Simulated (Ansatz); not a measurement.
# WS2: the cost of one run

Computed with Ansatz 0.2.0 (DFT PBEsol+U (U = 4 eV, J = 0.9 eV on W d), plane waves, PAW, no spin–orbit coupling unless a run says so, unless a step's input says otherwise).

3 further runs of the same task are left out: 3 that didn't finish.

### Step 1. Starting point

It takes space group R3m (No. 160, trigonal). The conventional cell has a = 3.158 Å, b = 3.158 Å, c = 18.490 Å, α = 90.00°, β = 90.00°, γ = 120.00°. W (site symmetry 3m) is surrounded by 6 S at 2.39 to 2.42 Å. S (site symmetry 3m) is surrounded by 3 W at 2.39 Å. S (site symmetry 3m) is surrounded by 3 W at 2.42 Å.

As a file:

```
CELL_PARAMETERS angstrom
1.57900 -0.91164 12.32666
-1.57900 -0.91164 12.32666
0.00000 -3.64654 12.32666
ATOMIC_POSITIONS crystal
W 0.00000 0.00000 0.00000
S 0.75030 0.75030 0.62485
S 0.58100 0.58100 0.70950
W 0.00000 0.00000 0.50000
S 0.75030 0.75030 0.12485
S 0.58100 0.58100 0.20950
```

An earlier series on this cell reached its lowest free state from «ferromagnetic start, free, natural orbitals of the symmetric run filled by rank», perhaps among other starts (it ended without moments).

### Step 2. Antiferromagnetic start, free

input.yaml

```yaml
crystal:
  lattice:
    - [1.57900017, -0.91163617, 12.3266583]
    - [-1.57900017, -0.91163617, 12.3266583]
    - [0.0, -3.64654468, 12.3266583]
  atoms:
    - { symbol: W, position: [0.0, 0.0, 0.0], spin: 2.0 }
    - { symbol: S, position: [0.7503, 0.7503, 0.62485] }
    - { symbol: S, position: [0.581, 0.581, 0.7095] }
    - { symbol: W, position: [0.0, 0.0, 0.5], spin: -2.0 }
    - { symbol: S, position: [0.7503, 0.7503, 0.12485] }
    - { symbol: S, position: [0.581, 0.581, 0.2095] }
basis:
  ecutwfc: 420
  ecutrho_ratio: 4
kpoints:
  mp_grid: { grid: [7, 7, 7] }
hamiltonian:
  xc: pbesol
  hubbard:
    sites:
      - { site: 0, l: d, u: 4.0, j: 0.9, starting_ns: [{ spin: up, occupation_matrix: s0up }, { spin: down, occupation_matrix: s0down }] }
      - { site: 3, l: d, u: 4.0, j: 0.9, starting_ns: [{ spin: up, occupation_matrix: s3up }, { spin: down, occupation_matrix: s3down }] }
    occupation_matrices:
      s0up:
        matrix:
          - [0.97, 0.0, 0.0, 0.0, 0.0]
          - [0.0, 0.02031, 0.0, 0.0, -0.01709]
          - [0.0, 0.0, 0.02, 0.0, 0.0]
          - [0.0, 0.0, 0.0, 0.02, 0.0]
          - [0.0, -0.01709, 0.0, 0.0, 0.96969]
      s0down:
        matrix:
          - [0.02, 0.0, 0.0, 0.0, 0.0]
          - [0.0, 0.02, 0.0, 0.0, 0.0]
          - [0.0, 0.0, 0.02, 0.0, 0.0]
          - [0.0, 0.0, 0.0, 0.02, 0.0]
          - [0.0, 0.0, 0.0, 0.0, 0.02]
      s3up:
        matrix:
          - [0.02, 0.0, 0.0, 0.0, 0.0]
          - [0.0, 0.02, 0.0, 0.0, 0.0]
          - [0.0, 0.0, 0.02, 0.0, 0.0]
          - [0.0, 0.0, 0.0, 0.02, 0.0]
          - [0.0, 0.0, 0.0, 0.0, 0.02]
      s3down:
        matrix:
          - [0.97, 0.0, 0.0, 0.0, 0.0]
          - [0.0, 0.02031, 0.0, 0.0, -0.01709]
          - [0.0, 0.0, 0.02, 0.0, 0.0]
          - [0.0, 0.0, 0.0, 0.02, 0.0]
          - [0.0, -0.01709, 0.0, 0.0, 0.96969]
    ns_hold: { iters: 8 }
scf:
  occupations: { method: gaussian, width: 0.05 }
  lower_state_search: "off"
  max_iter: 150
output:
  forces: true
  stress: true
  eigenvalues: true
  populations: true
  hubbard: { sites: [{ site: 0, l: d }, { site: 3, l: d }] }
  write_density: true
  write_potential: true
  elf: true
  volumetric_format: npy
magnetization:
  spin_polarized: true
```

The typed matrices put 0.97 on the chosen orbitals and 0.02 on the others, and are held for 8 cycles.

Launch:

```bash
$ ansatz run input.yaml --threads 4 --pin off --max-ram 6144MiB --backend cpu --events-out ev --progress --plain --runs-dir out
```

What time and memory should one allow on 4 threads of Arm Neoverse V1, shared host?

About 38 s, with a peak of 0.84 GiB.
